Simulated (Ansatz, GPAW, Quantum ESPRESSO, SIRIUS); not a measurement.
# Ga: programs and potentials compared

```xyz
1
Lattice="-1.3457 1.3675 2.2797 1.3853 -1.3814 2.3118 1.3843 1.4199 -2.2881" Properties=species:S:1:pos:R:3 pbc="T T T"
Ga    0.0327    0.0007    0.0007
```

This isn't the form of Ga at room conditions, which is orthorhombic.

The given cell was strained at random by a few per cent at fixed volume.

Alike in all runs: task single point; functional PBEsol; k mesh 13 × 13 × 13; occupations fermi-dirac, width 0.05 eV; no spin polarisation; no spin-orbit coupling. Pressure is positive in compression and, in plane waves, holds the error of the finite cutoff, which Ansatz's Pulay term estimates and takes out.

| program and potentials | plane-wave cutoff (eV) | notes | pressure (GPa) | energy over the undisturbed cell (meV/atom) |
| --- | --- | --- | --- | --- |
| Ansatz, Ansatz PAW | 420 | potentials made for PBE, which Ansatz adapts in part; 13 valence electrons an atom on average; Pulay term of +0.05 GPa included | -0.14 | 0.39 |
| Ansatz, all-electron LAPW, scalar-relativistic | - | - | ? | - |
| Quantum ESPRESSO, GBRV 1.5 PBEsol | 762 | 19 valence electrons an atom on average | -0.13 | 0.36 |
| GPAW, PAW data sets generated for this functional | 600 | 3 valence electrons an atom on average | 0.22 | 0.38 |
| SIRIUS, PseudoDojo 0.4.1 PBEsol standard (scalar relativistic) | 1102 | 13 valence electrons an atom on average | -0.05 | - |

Problem. Estimate from the other rows what the run with Ansatz, all-electron LAPW, scalar-relativistic gave.

Solution. Pressure -0.11 GPa. The other rows, which needn't bracket it: pressure -0.14 to 0.22; energy over the undisturbed cell 0.36 to 0.39.
